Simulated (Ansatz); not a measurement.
Clean, relaxed (100) surface of Pt, space group Fm-3m (No. 225) (top face towards +c; atoms held fixed, by place in the list: 1, 2):

```xyz
4
Lattice="2.7705 0.0000 0.0000 0.0000 2.7705 0.0000 0.0000 0.0000 22.8771" Properties=species:S:1:pos:R:3 pbc="T T T"
Pt    1.3852    1.3852    8.5000
Pt    0.0000    0.0000   10.4590
Pt    1.3852    1.3852   12.3939
Pt    0.0000    0.0000   14.2922
```

Computed with DFT PBEsol, scalar-relativistic, plane waves, PAW (Ansatz). Settings: cutoff 420 eV, Γ-centred mesh 10×10×1 on the computed 4-atom cell, Gaussian smearing of 0.10 eV; no spin polarisation. A dipole correction removes the field between periodic images along c.

H (atom) is put at the bridge (Pt-Pt) at (0.00, 0.50) site, one adsorbate per 7.7 Å², and relaxed. E_ads counts from the clean slab and the free adsorbate (spin-polarised where it has unpaired electrons); negative means bound. Heights count from the highest slab atom after relaxation. Bonded neighbours lie within 1.25 times the sum of covalent radii (1.35 for H) and, on that scale, within 12 % of the closest. With the adsorbate the cell is lengthened along c to keep the vacuum.

(1) How strongly does it bind, and where does its anchoring atom end?

(2) How high does its anchoring atom sit over the highest slab atom, and what is the shortest contact with the surface?

(3) The clean face has a work function of 5.74 eV. How does the adsorbate change it?

Each end is the local minimum or symmetric point that its start leads to. The slab is only 5.9 Å thick, so the energies aren't converged with thickness.

The adsorbed runs have no spin polarisation, so weakly bound open-shell ends lie too high.

## Answers

(1) -3.09 eV; at (0.00, 0.50), 2 bonded neighbours (Pt).

(2) 1.07 Å; H–Pt 1.75 Å.

(3) By -0.15 eV.